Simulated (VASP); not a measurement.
Write the native input for VASP 6.6.1 that does the following.

- Task: single point
- Functional: PBE
- Potentials or basis: VASP PAW PBE potentials, release 64 (Si)
- Cutoff: 520 eV
- k mesh: 6 × 6 × 6
- Occupations: gaussian, width 0.1 eV
- Spin: no spin polarisation
- Dipole correction: no
- Further INCAR settings: ALGO = Normal; EDIFF = 1e-06; NBANDS = 11

The structure of Si lies in POSCAR:

```
Si
1.0
    0.0000000000      2.7218511900      2.7218511900
    2.7218511900      0.0000000000      2.7218511900
    2.7218511900      2.7218511900      0.0000000000
Si
2
Direct
    0.7500000000      0.7500000000      0.7500000000
    0.5000000000      0.5000000000      0.5000000000
```

These files were run (other wordings do the same):

INCAR

```
SYSTEM = Si
  PREC = Accurate
  ENCUT = 520
  EDIFF = 1E-6
  ISMEAR = 0
  SIGMA = 0.1
  LREAL = .False.
  LASPH = .True.
  NELM = 100
  ALGO = Normal
  ISIF = 2
  LWAVE = .False.
  LCHARG = .True.
  GGA = PE
  LELF = .True.
  LVHAR = .True.
  NBANDS = 11
```

KPOINTS

```
Automatic mesh
0
Gamma
  6 6 6
  0 0 0
```

Potentials or basis: VASP PAW PBE potentials, release 64 (Si).

Launch:

```console
$ cat potpaw_PBE.64/Si/POTCAR > POTCAR
$ mpirun -np 1 vasp_std > vasp.out
```

It gave:

The pressure is 1.3 GPa and the band gap on the k mesh is 0.72 eV, indirect (least direct gap 2.56 eV).

Wall time 7.7 s on 1 thread of Intel(R) Xeon(R) Platinum 8488C (Sapphire Rapids), on a shared host, peak memory 0.15 GiB.
